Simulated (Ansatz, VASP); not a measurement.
Two plane-wave programs on Ag

Contents of INCAR:

```
PREC = Accurate
ENCUT = 520
EDIFF = 1E-6
ISMEAR = 0
SIGMA = 0.15
LREAL = F
LASPH = T
NELM = 80
ALGO = Normal
ISIF = 2
LWAVE = F
LCHARG = F
GGA = PS
NBANDS = 12
```

KPOINTS

```
regular mesh
0
Gamma
  20 20 20
```

Contents of POSCAR:

```
Ag
1.0
   -1.6970453500      1.6970453500      1.5728713000
    1.6970453500     -1.6970453500      1.5728713000
    1.6970453500      1.6970453500     -1.5728713000
Ag
1
Direct
    0.0000000000      0.0000000000      0.0000000000
```

Input for Ansatz:

```yaml
crystal:
  lattice:
    - [-1.69704535, 1.69704535, 1.5728713]
    - [1.69704535, -1.69704535, 1.5728713]
    - [1.69704535, 1.69704535, -1.5728713]
  atoms:
    - { symbol: Ag, position: [0.0, 0.0, 0.0] }
basis:
  ecutwfc: 420
kpoints:
  mp_grid: { grid: [20, 20, 20] }
hamiltonian:
  xc: pbesol
scf:
  occupations: { method: gaussian, width: 0.15 }
output:
  forces: true
  stress: true
  eigenvalues: true
```

Change from the starting cell: strain +0.025 along x and y, -0.050 along z, atoms carried along.

Alike in both runs: task single point; functional PBEsol; k mesh 20 × 20 × 20; occupations gaussian, width 0.15 eV; no spin polarisation.

```csv
,VASP,Ansatz
version,VASP 6.6.1,Ansatz 0.2.0
potentials or method,"VASP PAW PBE potentials, release 64 (Ag)","scalar-relativistic, plane waves, PAW"
plane-wave cutoff (eV),520,420
valence electrons in the cell,11,19
```

```tsv
	VASP	Ansatz	Ansatz less VASP
gap on the k mesh at the Fermi level (eV)	none	none	-
pressure (GPa)	-7.2	-7.1	+0.13
largest component of the traceless stress (GPa)	0.28	0.28	+0.003
```

A gap of «none» marks a metal or a gap that the smearing closes. The two sets of potentials don't hold the same shells in valence.

Caveats: the PAW data sets were made with another functional, which shifts forces and pressure a little (VASP).
